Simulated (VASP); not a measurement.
Wanted: the native input for a VASP 6.6.1 run.

```yaml
Task: electrostatic potential
Functional: PBE
Potentials_or_basis: VASP PAW PBE potentials, release 64 (Ca_sv, Se)
Cutoff: 520 eV
k_mesh: 8 × 8 × 8
Occupations: gaussian, width 0.02 eV
Spin: no spin polarisation
Further_INCAR_settings: ALGO = Normal; EDIFF = 1e-06
```

The structure of CaSe lies in POSCAR:

```
CaSe
1.0
    0.0000000000      2.9450000000      2.9450000000
    2.9450000000      0.0000000000      2.9450000000
    2.9450000000      2.9450000000      0.0000000000
Ca Se
1 1
Direct
    0.0000000000      0.0000000000      0.0000000000
    0.5000000000      0.5000000000      0.5000000000
```

The cell was built by a generator and needn't be a form met in nature.

These files were run (other wordings do the same):

INCAR

```
SYSTEM = CaSe
PREC = Accurate
ENCUT = 520
EDIFF = 1E-6
ISMEAR = 0
SIGMA = 0.02
LREAL = .False.
LASPH = .True.
NELM = 100
ALGO = Normal
ISIF = 2
LWAVE = .False.
LCHARG = .True.
GGA = PE
LVHAR = .True.
```

KPOINTS

```
regular mesh
0
Gamma
  8 8 8
  0 0 0
```

Potentials or basis: VASP PAW PBE potentials, release 64 (Ca_sv, Se).

Launch:

```console
$ cat potpaw_PBE.64/Ca_sv/POTCAR potpaw_PBE.64/Se/POTCAR > POTCAR
$ mpirun -np 1 vasp_std > vasp.out
```

It gave:

| Quantity | Value |
| --- | --- |
| Pressure | 2.0 GPa |
| Band gap on the k mesh | 1.99 eV, indirect (least direct gap 2.94 eV) |

It took 17 s on 1 thread of Intel(R) Xeon(R) Platinum 8488C (Sapphire Rapids) (shared host), peak memory 0.17 GiB.
